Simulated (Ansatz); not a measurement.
# BaTe (P6_3/mmc, relaxed from a wurtzite start): equation of state and elastic constants

One table from this session's results is given with a row withheld; the runs are named, their logs left out.

Program: Ansatz 0.2.0. Level of theory: DFT PBE, scalar-relativistic, plane waves, PAW. These are calculated values, not measurements.

1 further run of the same task is left out (it didn't finish). Runs told in other sessions of the task aren't counted.

### The system as given

The structure is hexagonal, space group P6_3/mmc (No. 194). Conventional cell: a = 5.970 Å, b = 5.970 Å, c = 7.002 Å, α = 90.00°, β = 90.00°, γ = 120.00°. Ba (site symmetry -6m2) has 5 Te at 3.45 to 3.50 Å in its first shell of neighbours. Te (site symmetry -6m2) has 5 Ba at 3.45 to 3.50 Å in its first shell of neighbours.

Coordinates:

```
CELL_PARAMETERS angstrom
5.97021 0.00000 0.00000
-2.98511 5.17035 0.00000
0.00000 0.00000 7.00243
ATOMIC_POSITIONS crystal
Ba 0.66667 0.33333 0.06259
Ba 0.33333 0.66667 0.56259
Te 0.66667 0.33333 0.56261
Te 0.33333 0.66667 0.06261
```

This cell comes from an earlier session at PBE: 54.038 Å³/atom at 0.02 GPa, on a 8×8×4 mesh.

Volume factors to run: 0.980, 1.020, 0.960, 1.040, 1.070, 1.100, 0.945.

The first run:

File input.yaml:

```yaml
crystal:
  lattice:
    - [5.9301405464, 0.0, 0.0]
    - [-2.9650702732, 5.1356523612, 0.0]
    - [0.0, 0.0, 6.9554301645]
  atoms:
    - { symbol: Ba, position: [0.6666666667, 0.3333333333, 0.0625865676] }
    - { symbol: Ba, position: [0.3333333333, 0.6666666667, 0.5625865676] }
    - { symbol: Te, position: [0.6666666667, 0.3333333333, 0.5626134324] }
    - { symbol: Te, position: [0.3333333333, 0.6666666667, 0.0626134324] }
basis:
  ecutwfc: 420
  ecutrho_ratio: 4
kpoints:
  mp_grid: { grid: [8, 8, 4] }
hamiltonian:
  xc: pbe
scf:
  occupations: { method: gaussian, width: 0.05 }
output:
  forces: true
  stress: true
  eigenvalues: true
relax:
  f_tol: 0.01
  max_steps: 40
  cell: { stress_tol: 0.1, fix: [volume] }
```

The run is started by

```
$ ansatz run input.yaml --threads 2 --pin off --max-ram 2662MiB --backend cpu --events-out ev --progress --plain --runs-dir out
```

Among the steps run: At 0.980 of the relaxed volume; Scaling the volume by 1.020; Scaling the volume by 0.960; At 1.040 of the relaxed volume; Volume × 1.070; Scaling the volume by 1.100; Scaling the volume by 0.945.

One of the session's tables, all rows but one given; the rest of the session is left out.

It belongs to the step «The fit». 

| volume (Å³/atom) | energy (meV/atom) | pressure (GPa) | gap (eV) |
| --- | --- | --- | --- |
| 51.066 | 12.73 | 1.42 | 1.91 |
| 51.876 | 6.62 | 1.00 | 1.93 |
| 52.957 | 1.68 | 0.49 | 1.97 |
| 54.038 | 0.00 | 0.02 | 2.00 |
| 55.119 | 1.31 | -0.40 | 2.03 |
| 56.199 | 5.23 | -0.77 | 2.05 |
| 57.821 | ? | ? | ? |
| 59.442 | 30.43 | -1.68 | 2.11 |

Q: Estimate the row for volume (Å³/atom) = 57.821 from the others.

Worked estimate for «energy (meV/atom)». A straight line through the neighbours (56.199, 5.23) and (59.442, 30.43) gives 5.23 + (30.43 − 5.23) × (57.821 − 56.199) / (59.442 − 56.199) = 17.83; a parabola fitted to 3 rows on both sides gives 15.32.

**Answer.** energy (meV/atom): 15.54; pressure (GPa): -1.26; gap (eV): 2.08. In «energy (meV/atom)» the line misses by +2.29 and the parabola by -0.22.

To keep in mind: Warnings in the runs' records: structure snapped to symmetry.
